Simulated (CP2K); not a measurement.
# N under changes of volume

One of the cells (6.723 Å³/atom); the others are scaled copies at fixed shape and fractional positions:

```
CELL_PARAMETERS angstrom
2.51947 0.00000 0.00000
-1.25974 2.18193 0.00000
0.00000 0.00000 2.44600
ATOMIC_POSITIONS crystal
N 0.33333 0.66667 0.75000
N 0.66667 0.33333 0.25000
```

The real solid is made of molecules; this cell is a model form.

| Property | Result |
| --- | --- |
| Program | CP2K 2026.2 |
| Functional | PBE |
| Potentials or basis | POTENTIAL_UZH N GTH-PBE-q5; TZVP-MOLOPT-PBE-GTH basis |
| Density cutoff | 6123 eV |
| k mesh | 12 × 12 × 11 |
| Occupations | fermi-dirac, width 0.05 eV |
| Spin | no spin polarisation |

```tsv
volume (Å³/atom)	energy over the lowest point (meV/atom)	pressure (GPa)
6.320	58.96	26.6
6.454	39.21	20.9
6.589	23.88	15.8
6.723	12.52	11.1
6.858	4.99	6.8
6.992	?	?
7.127	0.00	-0.9
```

Problem. What does the run at 6.992 Å³/atom give?

Solution. Energy over the lowest point 0.90 meV/atom; pressure 2.8 GPa.

Worked out: A Birch-Murnaghan fit of order 3 (a polynomial in V^(-2/3)) to the other rows has its minimum at 7.10 Å³/atom with B0 = V·E''(V) = 188 GPa and B' = 3.2 at fixed shape and positions, which overstates the stiffness. It gives 0.90 meV/atom at 6.992 Å³/atom, against the run's 0.90, and -dE/dV = 2.9 GPa, against 2.8.

Energies are extrapolated to zero smearing.

Caveats: the basis of atomic orbitals isn't converged, which shifts pressures, moduli and gaps.
